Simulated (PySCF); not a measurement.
# C6H8 (1,3-Cyclohexadiene): levels of theory compared

Aim: a comparison of 4 runs (HF/def2-SVP, B3LYP/6-31G*, PBE/cc-pVDZ, M06-2X/aug-cc-pVDZ) of C6H8 (1,3-Cyclohexadiene). The job is set up through a Python script.

The calculation is run with PySCF 2.14.0.

### 1 The structure to begin with

C6H8: 14 atoms, total charge 0, spin state singlet. As SMILES, `C1=CCCC=C1`. The coordinates come from a GFN2-xTB relaxation.

Bond lengths: C1–C2 1.331 Å, C2–C3 1.501 Å, C3–C4 1.529 Å, C4–C5 1.501 Å, C1–C6 1.452 Å, C5–C6 1.331 Å, C1–H7 1.080 Å, C2–H8 1.080 Å, C3–H9 1.091 Å, C3–H10 1.098 Å, C4–H11 1.091 Å, C4–H12 1.098 Å, C5–H13 1.080 Å, C6–H14 1.080 Å. Some angles: C1–C2–C3 120.8°, C2–C1–C6 120.4°, C2–C3–C4 111.3°, C3–C4–C5 111.2°, C4–C5–C6 120.8°, C1–C6–C5 120.5°, C1–C2–H8 121.6°, C3–C2–H8 117.5°, C2–C1–H7 121.5°, C6–C1–H7 118.1°.

### 2 Energy and gradient at HF/def2-SVP (run 1)

Input file job.py:

```python
import pyscf.grad
from pyscf import gto, scf

mol = gto.M(
    atom='''
C     -0.688219    -2.857833     0.088685
C      0.787090    -1.812096     1.836946
C      1.760034     0.832557     1.521230
C     -0.110398     2.468814     0.046468
C     -1.158799     1.071928    -2.187641
C     -1.452784    -1.425042    -2.122106
H     -1.334638    -4.786733     0.253752
H      1.424929    -2.862822     3.467024
H      2.146540     1.684691     3.359253
H      3.561321     0.736823     0.497074
H      0.804740     4.215355    -0.558131
H     -1.695217     2.998088     1.275660
H     -1.768765     2.179553    -3.790224
H     -2.275797    -2.443340    -3.688008
''',
    verbose=4,
    charge=0,
    unit='bohr',
    basis='def2-svp',
    max_memory=1860,
)

calc0 = scf.RHF(mol)
calc0.conv_tol = 1e-10
calc0.kernel()
if not calc0.converged:
    calc0 = calc0.newton().run(calc0.mo_coeff, calc0.mo_occ)

e_final = calc0.e_tot
print(f'total energy: {e_final:.8f} hartree')
grad = calc0.Gradients().kernel()
calc0.analyze()
```

Started as:

```sh
OMP_NUM_THREADS=1 python job.py
```

The program printed:

```text
PySCF version 2.14.0

[... 85 lines left out ...]
Nuclear Repulsion Energy =             220.486366155324362
[... 17 lines left out ...]
MO #12  energy= -0.690357849606578 occ= 2
[... 15 lines left out ...]
MO #28  energy= 0.246205853901571  occ= 0
[... 15 lines left out ...]
MO #44  energy= 0.711627344936999  occ= 0
[... 15 lines left out ...]
MO #60  energy= 0.952876510842005  occ= 0
[... 15 lines left out ...]
MO #76  energy= 1.79735527233982   occ= 0
[... 15 lines left out ...]
MO #92  energy= 2.22098614661748   occ= 0
[... 15 lines left out ...]
MO #108 energy= 2.81114104836918   occ= 0
[... 15 lines left out ...]
MO #124 energy= 3.89936263757428   occ= 0
[... 141 lines left out ...]
Dipole moment(X, Y, Z, Debye):  0.17219,  0.34104,  0.16150
```

Run time: 53 s. Hardware: 1 thread of Intel Xeon at 2.50GHz (Skylake/Cascade Lake), shared host; peak memory 0.34 GiB.

### 3 Energy and forces at B3LYP/6-31G(d) (spherical functions) (run 2)

Input file job.py:

```python
import pyscf.grad
from pyscf import gto, dft

mol = gto.Mole()
mol.atom = '''
C     -0.688219    -2.857833     0.088685
C      0.787090    -1.812096     1.836946
C      1.760034     0.832557     1.521230
C     -0.110398     2.468814     0.046468
C     -1.158799     1.071928    -2.187641
C     -1.452784    -1.425042    -2.122106
H     -1.334638    -4.786733     0.253752
H      1.424929    -2.862822     3.467024
H      2.146540     1.684691     3.359253
H      3.561321     0.736823     0.497074
H      0.804740     4.215355    -0.558131
H     -1.695217     2.998088     1.275660
H     -1.768765     2.179553    -3.790224
H     -2.275797    -2.443340    -3.688008
'''
mol.spin = 0
mol.basis = '6-31g*'
mol.unit = 'bohr'
mol.verbose = 4
mol.max_memory = 1860
mol.build()

mf = dft.RKS(mol)
mf.xc = 'b3lyp'
mf.conv_tol = 1e-10
mf.grids.level = 5
mf.kernel()
if not mf.converged:
    mf = mf.newton().run(mf.mo_coeff, mf.mo_occ)

e_final = mf.e_tot
print('E(%s) = %.9f' % ('B3LYP', e_final))
grad = mf.Gradients().kernel()
dip = mf.dip_moment()
pop, q = mf.mulliken_pop()
```

Started as:

```sh
OMP_NUM_THREADS=1 python job.py
```

The program printed:

```text
PySCF version 2.14.0

[... 80 lines left out ...]
converged SCF energy = -233.413016199101
[... 13 lines left out ...]
Dipole moment(X, Y, Z, Debye):  0.15155,  0.30026,  0.14210
[... 115 lines left out ...]
charge of   13H =      0.12042
```

Wall time 2 min (1 thread of Intel Xeon at 2.50GHz (Skylake/Cascade Lake), shared host); peak memory 1 GiB.

Run 3 isn't shown in full; the table further down has it.

### 4 Energy and gradient at M06-2X/aug-cc-pVDZ (run 4)

Input file input.py:

```python
# 1,3-Cyclohexadiene
from pyscf import gto, dft

mol = gto.M(
    atom='''
C     -0.688219    -2.857833     0.088685
C      0.787090    -1.812096     1.836946
C      1.760034     0.832557     1.521230
C     -0.110398     2.468814     0.046468
C     -1.158799     1.071928    -2.187641
C     -1.452784    -1.425042    -2.122106
H     -1.334638    -4.786733     0.253752
H      1.424929    -2.862822     3.467024
H      2.146540     1.684691     3.359253
H      3.561321     0.736823     0.497074
H      0.804740     4.215355    -0.558131
H     -1.695217     2.998088     1.275660
H     -1.768765     2.179553    -3.790224
H     -2.275797    -2.443340    -3.688008
''',
    basis='aug-cc-pvdz',
    verbose=4,
    max_memory=1860,
    unit='bohr',
)

myscf = dft.RKS(mol)
myscf.xc = 'm06-2x'
myscf.grids.level = 5
myscf.conv_tol = 1e-10
myscf.kernel()
if not myscf.converged:
    myscf = myscf.newton().run(myscf.mo_coeff, myscf.mo_occ)

energy = myscf.e_tot
print('E(%s) = %.9f' % ('M06-2X', energy))
grad = myscf.nuc_grad_method().kernel()
myscf.analyze()
```

Started as:

```sh
OMP_NUM_THREADS=1 python input.py
```

The program printed:

```text
PySCF version 2.14.0

[... 107 lines left out ...]
MO #2   energy= -10.5447565096351  occ= 2
[... 25 lines left out ...]
MO #28  energy= 0.0298004498749927 occ= 0
[... 25 lines left out ...]
MO #54  energy= 0.226475772006014  occ= 0
[... 25 lines left out ...]
MO #80  energy= 0.45205846375735   occ= 0
[... 25 lines left out ...]
MO #106 energy= 0.705427350949042  occ= 0
[... 25 lines left out ...]
MO #132 energy= 1.10822399424239   occ= 0
[... 25 lines left out ...]
MO #158 energy= 1.66851726010345   occ= 0
[... 25 lines left out ...]
MO #184 energy= 2.20194543638817   occ= 0
[... 25 lines left out ...]
MO #210 energy= 3.84146227534232   occ= 0
[... 227 lines left out ...]
Dipole moment(X, Y, Z, Debye):  0.20692,  0.41052,  0.19446
```

It took 16 min on 1 thread of Intel Xeon at 2.50GHz (Skylake/Cascade Lake), shared host; peak memory 1.8 GiB.

### 5 Overview of the runs

| run | level | integration grid | energy (Eh) | dipole moment (D) | HOMO energy (eV) | LUMO energy (eV) | wall time |
| --- | --- | --- | --- | --- | --- | --- | --- |
| 1 | HF/def2-SVP | – | -231.664497 | 0.41 | -8.23 | 3.31 | 53 s |
| 2 | B3LYP/6-31G* (spherical functions) | 5 | -233.413016 | 0.37 | -5.60 | -0.40 | 2 min |
| 3 | PBE/cc-pVDZ | 5 | -233.106175 | 0.46 | -4.99 | -1.41 | 2.9 min |
| 4 | M06-2X/aug-cc-pVDZ | 5 | -233.335002 | 0.50 | -7.25 | -0.08 | 16 min |

### 6 Results

```
                       quantity          value
            run 4: total energy  -233.33500 Eh
           run 4: dipole moment         0.50 D
             run 4: HOMO energy       -7.25 eV
             run 4: LUMO energy       -0.08 eV
           run 4: HOMO–LUMO gap        7.17 eV
run 4: largest force on an atom     0.498 eV/Å
```

In words: The dipole moment (its size) runs from 0.37 D (B3LYP/6-31G*) to 0.50 D (M06-2X/aug-cc-pVDZ). The two ends differ in method and basis. The HOMO–LUMO gap runs from 3.58 eV (PBE/cc-pVDZ) to 11.54 eV (HF/def2-SVP). Totals of different functionals can't be ranked against each other. All runs together took 21 min, the longest 16 min.
